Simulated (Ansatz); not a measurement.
# Si40H16O: the cost of one run

Method: DFT PBE, scalar-relativistic, plane waves, PAW, in Ansatz 0.2.0.

## (1) Starting point

The structure is triclinic, space group P1 (No. 1). Conventional cell: a = 7.679 Å, b = 15.358 Å, c = 19.256 Å, α = 90.00°, β = 90.00°, γ = 90.00°. H (site symmetry 1) has 1 H at 1.39 Å and 1 Si at 1.50 Å as nearest neighbours. Only part of the 57 independent sites is listed.

Coordinates:

```cif
data_structure
_symmetry_space_group_name_H-M 'P 1'
_symmetry_Int_Tables_number 1
_cell_length_a 7.6792
_cell_length_b 15.3584
_cell_length_c 19.2555
_cell_angle_alpha 90.000
_cell_angle_beta 90.000
_cell_angle_gamma 90.000
_cell_volume 2270.99
loop_
_atom_site_label
_atom_site_type_symbol
_atom_site_fract_x
_atom_site_fract_y
_atom_site_fract_z
_atom_site_occupancy
H1 H 0.40939 0.00000 0.05193 1
H2 H 0.09061 0.00000 0.05193 1
H3 H 0.90939 0.00000 0.05193 1
H4 H 0.59061 0.00000 0.05193 1
H5 H 0.40939 0.25000 0.05193 1
H6 H 0.09061 0.25000 0.05193 1
H7 H 0.90939 0.25000 0.05193 1
H8 H 0.59061 0.25000 0.05193 1
H9 H 0.40939 0.50000 0.05193 1
H10 H 0.09061 0.50000 0.05193 1
H11 H 0.90939 0.50000 0.05193 1
H12 H 0.59061 0.50000 0.05193 1
H13 H 0.40939 0.75000 0.05193 1
H14 H 0.09061 0.75000 0.05193 1
H15 H 0.90939 0.75000 0.05193 1
H16 H 0.59061 0.75000 0.05193 1
Si1 Si 0.25000 0.00000 0.09688 1
Si2 Si 0.75000 0.00000 0.09688 1
Si3 Si 0.25000 0.25000 0.09688 1
Si4 Si 0.75000 0.25000 0.09688 1
Si5 Si 0.25000 0.50000 0.09688 1
Si6 Si 0.75000 0.50000 0.09688 1
Si7 Si 0.25000 0.75000 0.09688 1
Si8 Si 0.75000 0.75000 0.09688 1
Si9 Si 0.25000 0.12500 0.16738 1
Si10 Si 0.75000 0.12500 0.16738 1
Si11 Si 0.25000 0.37500 0.16738 1
Si12 Si 0.75000 0.37500 0.16738 1
Si13 Si 0.25000 0.62500 0.16738 1
Si14 Si 0.75000 0.62500 0.16738 1
Si15 Si 0.25000 0.87500 0.16738 1
Si16 Si 0.75000 0.87500 0.16738 1
Si17 Si 0.00000 0.12500 0.23788 1
Si18 Si 0.50000 0.12500 0.23788 1
Si19 Si 0.00000 0.37500 0.23788 1
Si20 Si 0.50000 0.37500 0.23788 1
Si21 Si 0.00000 0.62500 0.23788 1
Si22 Si 0.50000 0.62500 0.23788 1
Si23 Si 0.00000 0.87500 0.23788 1
Si24 Si 0.50000 0.87500 0.23788 1
Si25 Si 0.00000 0.00000 0.30838 1
Si26 Si 0.50000 0.00000 0.30838 1
Si27 Si 0.00000 0.25000 0.30838 1
Si28 Si 0.50000 0.25000 0.30838 1
Si29 Si 0.00000 0.50000 0.30838 1
Si30 Si 0.50000 0.50000 0.30838 1
Si31 Si 0.00000 0.75000 0.30838 1
Si32 Si 0.50000 0.75000 0.30838 1
Si33 Si 0.25000 0.04845 0.37680 1
Si34 Si 0.75000 0.04845 0.37680 1
Si35 Si 0.25000 0.20155 0.35811 1
Si36 Si 0.75000 0.20155 0.35811 1
Si37 Si 0.25000 0.54845 0.37680 1
Si38 Si 0.75000 0.54845 0.37680 1
Si39 Si 0.25000 0.70155 0.35811 1
Si40 Si 0.75000 0.70155 0.35811 1
O1 O 0.57762 0.15168 0.40900 1
```

## (2) End point A relaxed

Input file input.yaml:

```yaml
crystal:
  lattice:
    - [7.67918, 0.0, 0.0]
    - [0.0, 15.358359, 0.0]
    - [0.0, 0.0, 19.2555]
  atoms:
    - { symbol: H, position: [0.409392, 0.0, 0.0519332] }
    - { symbol: H, position: [0.090608, 0.0, 0.0519332] }
    - { symbol: H, position: [0.909392, 0.0, 0.0519332] }
    - { symbol: H, position: [0.590608, 0.0, 0.0519332] }
    - { symbol: H, position: [0.409392, 0.25, 0.0519332] }
    - { symbol: H, position: [0.090608, 0.25, 0.0519332] }
    - { symbol: H, position: [0.909392, 0.25, 0.0519332] }
    - { symbol: H, position: [0.590608, 0.25, 0.0519332] }
    - { symbol: H, position: [0.409392, 0.5, 0.0519332] }
    - { symbol: H, position: [0.090608, 0.5, 0.0519332] }
    - { symbol: H, position: [0.909392, 0.5, 0.0519332] }
    - { symbol: H, position: [0.590608, 0.5, 0.0519332] }
    - { symbol: H, position: [0.409392, 0.75, 0.0519332] }
    - { symbol: H, position: [0.090608, 0.75, 0.0519332] }
    - { symbol: H, position: [0.909392, 0.75, 0.0519332] }
    - { symbol: H, position: [0.590608, 0.75, 0.0519332] }
    - { symbol: Si, position: [0.25, 0.0, 0.0968814] }
    - { symbol: Si, position: [0.75, 0.0, 0.0968814] }
    - { symbol: Si, position: [0.25, 0.25, 0.0968814] }
    - { symbol: Si, position: [0.75, 0.25, 0.0968814] }
    - { symbol: Si, position: [0.25, 0.5, 0.0968814] }
    - { symbol: Si, position: [0.75, 0.5, 0.0968814] }
    - { symbol: Si, position: [0.25, 0.75, 0.0968814] }
    - { symbol: Si, position: [0.75, 0.75, 0.0968814] }
    - { symbol: Si, position: [0.25, 0.125, 0.1673807] }
    - { symbol: Si, position: [0.75, 0.125, 0.1673807] }
    - { symbol: Si, position: [0.25, 0.375, 0.1673807] }
    - { symbol: Si, position: [0.75, 0.375, 0.1673807] }
    - { symbol: Si, position: [0.25, 0.625, 0.1673807] }
    - { symbol: Si, position: [0.75, 0.625, 0.1673807] }
    - { symbol: Si, position: [0.25, 0.875, 0.1673807] }
    - { symbol: Si, position: [0.75, 0.875, 0.1673807] }
    - { symbol: Si, position: [0.0, 0.125, 0.2378801] }
    - { symbol: Si, position: [0.5, 0.125, 0.2378801] }
    - { symbol: Si, position: [0.0, 0.375, 0.2378801] }
    - { symbol: Si, position: [0.5, 0.375, 0.2378801] }
    - { symbol: Si, position: [0.0, 0.625, 0.2378801] }
    - { symbol: Si, position: [0.5, 0.625, 0.2378801] }
    - { symbol: Si, position: [0.0, 0.875, 0.2378801] }
    - { symbol: Si, position: [0.5, 0.875, 0.2378801] }
    - { symbol: Si, position: [0.0, 0.0, 0.3083794] }
    - { symbol: Si, position: [0.5, 0.0, 0.3083794] }
    - { symbol: Si, position: [0.0, 0.25, 0.3083794] }
    - { symbol: Si, position: [0.5, 0.25, 0.3083794] }
    - { symbol: Si, position: [0.0, 0.5, 0.3083794] }
    - { symbol: Si, position: [0.5, 0.5, 0.3083794] }
    - { symbol: Si, position: [0.0, 0.75, 0.3083794] }
    - { symbol: Si, position: [0.5, 0.75, 0.3083794] }
    - { symbol: Si, position: [0.25, 0.0484534, 0.3768014] }
    - { symbol: Si, position: [0.75, 0.0484534, 0.3768014] }
    - { symbol: Si, position: [0.25, 0.2015466, 0.3581055] }
    - { symbol: Si, position: [0.75, 0.2015466, 0.3581055] }
    - { symbol: Si, position: [0.25, 0.5484534, 0.3768014] }
    - { symbol: Si, position: [0.75, 0.5484534, 0.3768014] }
    - { symbol: Si, position: [0.25, 0.7015466, 0.3581055] }
    - { symbol: Si, position: [0.75, 0.7015466, 0.3581055] }
    - { symbol: O, position: [0.5776178, 0.1516756, 0.409], spin: 1.0 }
magnetization:
  spin_polarized: true
basis:
  ecutwfc: 420.0
kpoints:
  mp_grid: { grid: [2, 1, 1] }
hamiltonian:
  xc: pbe
  pseudopotentials: { kind: paw, azcp: { folder: soft_1 } }
scf:
  occupations: { method: fermi_dirac, width: 0.05 }
  lower_state_search: "off"
relax:
  f_tol: 0.03
  max_steps: 60
  adjacent_minimum: "off"
  constraints:
    - { sites: [0, 1, 2, 3, 4, 5, 6, 7, 8, 9, 10, 11, 12, 13, 14, 15, 16, 17, 18, 19, 20, 21, 22, 23] }
```

On the command line:

```console
$ ansatz run input.yaml --threads 4 --pin off --max-ram 10240MiB --backend cpu --events-out ev --progress --plain --runs-dir out
```

**Question.** How long does this run take on 4 threads of Arm Neoverse V1, shared host, and how much memory does it need?

About 22 min, with a peak of 6.8 GiB.
